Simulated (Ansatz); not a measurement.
## GaN: bulk modulus by level of theory

The structure is cubic, space group F-43m (No. 216). Conventional cell: a = 4.507 Å, b = 4.507 Å, c = 4.507 Å, α = 90.00°, β = 90.00°, γ = 90.00°. Around Ga (site symmetry -43m) lie 4 N at 1.95 Å. Around N (site symmetry -43m) lie 4 Ga at 1.95 Å.

The cell is a database's computed one, not the measured one.

```tsv
rung	level	program and potentials	cutoff (eV)	k mesh	smearing	core time	chip	bulk modulus (GPa)	notes
GGA	PBE	Ansatz, Ansatz PAW, small cores where the set has them	420	10 × 10 × 10	fermi-dirac 0.05	6.8 s	INTEL XEON PLATINUM 8581C Emerald Rapids	172.1	-
GGA + dispersion	PBEsol+D3(BJ)	Ansatz, Ansatz PAW	420	10 × 10 × 10	fermi-dirac 0.05	8.7 s	INTEL XEON PLATINUM 8581C Emerald Rapids	196.4	potentials made for PBE, which Ansatz adapts in part
GGA + dispersion	revPBE+D3(BJ)	Ansatz, Ansatz PAW	420	10 × 10 × 10	fermi-dirac 0.05	9.9 s	AMD EPYC 7B13 Zen 3	180.9	potentials made for PBE, which Ansatz adapts in part
GGA + dispersion	BLYP+D3(BJ)	Ansatz, Ansatz PAW	420	10 × 10 × 10	fermi-dirac 0.05	11 s	Intel Xeon Platinum 8375C Ice Lake	175.0	potentials made for PBE, which Ansatz adapts in part
GGA + dispersion	BLYP+D4	Ansatz, Ansatz PAW	420	10 × 10 × 10	fermi-dirac 0.05	11 s	AMD EPYC 7B13 Zen 3	182.3	potentials made for PBE, which Ansatz adapts in part
meta-GGA + dispersion	r2SCAN+D4	Ansatz, Ansatz PAW	500	10 × 10 × 10	fermi-dirac 0.05	23 s	Intel Xeon Platinum 8375C Ice Lake	201.2	potentials made for PBE, which Ansatz adapts in part
meta-GGA + dispersion	r2SCAN+rVV10	Ansatz, Ansatz PAW	500	10 × 10 × 10	fermi-dirac 0.05	31 s	AMD EPYC 7B13 Zen 3	200.2	potentials made for PBE, which Ansatz adapts in part
GGA	PBE	Ansatz, SPMS NC	1034	10 × 10 × 10	fermi-dirac 0.05	35 s	Arm Neoverse V1	171.9	-
GGA	PBE	Ansatz, Ansatz PAW accurate	1300	10 × 10 × 10	fermi-dirac 0.05	83 s	Arm Neoverse V1	172.0	-
hybrid	B3LYP	Ansatz, Ansatz PAW	420	5 × 5 × 5	fermi-dirac 0.05	92 s	Arm Neoverse V1	184.7	coarse mesh; potentials made for PBE, which Ansatz adapts in part
```

Times are single runs on shared hosts and different chips, so they are rough; meshes, cutoffs and the tasks' sizes weigh on the time. Task: equation of state. All rows: no spin polarisation. Smearing widths are in eV. Meshes differ between rows, which moves values too. Meshes are those of the run's cell of 2 atoms unless a note names another. Runs on faulty files, with rough fits or with known faults for this quantity aren't shown. No row holds spin-orbit coupling.

By rung: GGA 171.9 to 172.1; GGA + dispersion 175.0 to 196.4; meta-GGA + dispersion 200.2 to 201.2; hybrid on coarse meshes 184.7 (GPa).
